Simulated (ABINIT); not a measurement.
Crystal: W.

```
CELL_PARAMETERS angstrom
-1.58234 1.58234 1.58234
1.58234 -1.58234 1.58234
1.58234 1.58234 -1.58234
ATOMIC_POSITIONS crystal
W 0.00000 0.00000 0.00000
```

Base run:

- Program: ABINIT 10.8.3 (patched build)
- Functional: WC
- Potentials or basis: JTH PAW PBE v2.0
- Cutoff: 435 eV
- k mesh: 12 × 12 × 12
- Occupations: fermi-dirac, width 0.05 eV
- Spin: no spin polarisation

Its results: band gap on the k mesh none (metal or under the smearing width); pressure -1.6 GPa.

Question: After a change of settings the same cell gave: band gap on the k mesh none (metal or under the smearing width); pressure 5.7 GPa. Which change was it?
A. functional from WC to PBEsol; k mesh from 12 × 12 × 12 to 5 × 5 × 5
B. functional from WC to BP86
C. functional from WC to r2SCAN; cutoff from 435 eV to 517 eV; fine-grid cutoff from 870.764 eV to 1034.03 eV
D. functional from WC to SOGGA

Answer: B.

Caveats: the PAW data sets were made with another functional, which shifts forces and pressure a little; spin-orbit coupling is left out, which moves the levels of the heavy elements.

The runs don't all hold the same shells in valence.
